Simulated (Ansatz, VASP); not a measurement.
## Two plane-wave programs on V

```
CELL_PARAMETERS angstrom
0.00000 2.65267 2.65267
2.65267 0.00000 2.65267
2.65267 2.65267 0.00000
ATOMIC_POSITIONS crystal
V 0.12500 0.12500 0.12500
V 0.87500 0.87500 0.87500
```

The cell was built by a generator and needn't be a form met in nature.

Alike in both runs: task relaxation of cell and atoms; functional PBEsol; k mesh 10 × 10 × 10; occupations fermi-dirac, width 0.1 eV; no spin polarisation.

```csv
,VASP,Ansatz
version,VASP 6.6.1,Ansatz 0.2.0
potentials or method,"VASP PAW PBE potentials, release 64 (V_sv)","plane waves (420 eV) with PAW, scalar-relativistic"
plane-wave cutoff (eV),600,420
valence electrons in the cell,26,26
```

|  | VASP | Ansatz | Ansatz less VASP |
| --- | --- | --- | --- |
| relaxed volume (Å³/atom) | 17.67 | 17.55 | -0.121 |
| relaxed cell length with the largest relative difference (Å) | 3.684 | 3.675 | -0.0084 |
| energy change over the relaxation (meV/atom) | -12 | -14 | -2.7 |

Ansatz warned: «pseudo_functional_mismatch».

Caveats: the PAW data sets were made with another functional, which shifts forces and pressure a little (VASP).
